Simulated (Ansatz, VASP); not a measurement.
# Two plane-wave programs on NaCl

```xyz
2
Lattice="3.6021 0.0000 0.0000 0.0000 3.6021 0.0000 0.0000 0.0000 3.6021" Properties=species:S:1:pos:R:3 pbc="T T T"
Na    0.0000    0.0000    0.0000
Cl    1.8010    1.8010    1.8010
```

Change from the starting cell: hydrostatic strain +4.1%.

Alike in both runs: task single point; functional PBE; k mesh 8 × 8 × 8; occupations fermi-dirac, width 0.02 eV; no spin polarisation.

```csv
,VASP,Ansatz
version,VASP 6.6.1,Ansatz 0.2.0
potentials or method,"VASP PAW PBE potentials, release 64 (Na_pv, Cl)","plane waves, PAW"
plane-wave cutoff (eV),520,420
valence electrons in the cell,14,16
```

Ansatz gave:

* gap on the k mesh at the Fermi level (eV): 3.72
* pressure (GPa): -1.7

Question: Which values does VASP return?

Answer: gap on the k mesh at the Fermi level (eV): 3.72; pressure (GPa): -1.8.

The two sets of potentials don't hold the same shells in valence.

A k mesh can miss the band edges.
